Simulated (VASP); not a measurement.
Au under changes of volume

One of the cells (16.632 Å³/atom); the others are scaled copies at fixed shape and fractional positions:

```
Au
1.0
    -1.60803    1.60803    1.60803
     1.60803   -1.60803    1.60803
     1.60803    1.60803   -1.60803
Au
1
Direct
  0.00000 0.00000 0.00000
```

This isn't the form of Au at room conditions, which is fcc.

```yaml
Program: VASP 6.6.1
Functional: LDA
Potentials_or_basis: VASP PAW LDA potentials, release 64 (Au)
Cutoff: 520 eV
k_mesh: 10 × 10 × 10
Occupations: fermi-dirac, width 0.05 eV
Spin: no spin polarisation
```

| volume (Å³/atom) | energy over the lowest point (meV/atom) | pressure (GPa) |
| --- | --- | --- |
| 15.967 | ? | ? |
| 16.299 | 4.06 | 4.0 |
| 16.632 | 0.00 | -0.1 |
| 16.965 | 4.02 | -3.7 |
| 17.297 | 15.02 | -6.8 |

What does the run at 15.967 Å³/atom give?

Energy over the lowest point 17.34 meV/atom; pressure 8.7 GPa.

Worked out: A Birch-Murnaghan fit of order 2 (a polynomial in V^(-2/3)) to the other rows has its minimum at 16.63 Å³/atom with B0 = V·E''(V) = 191 GPa. It gives 16.76 meV/atom at 15.967 Å³/atom, against the run's 17.34, and -dE/dV = 8.4 GPa, against 8.7.

Energies are extrapolated to zero smearing.
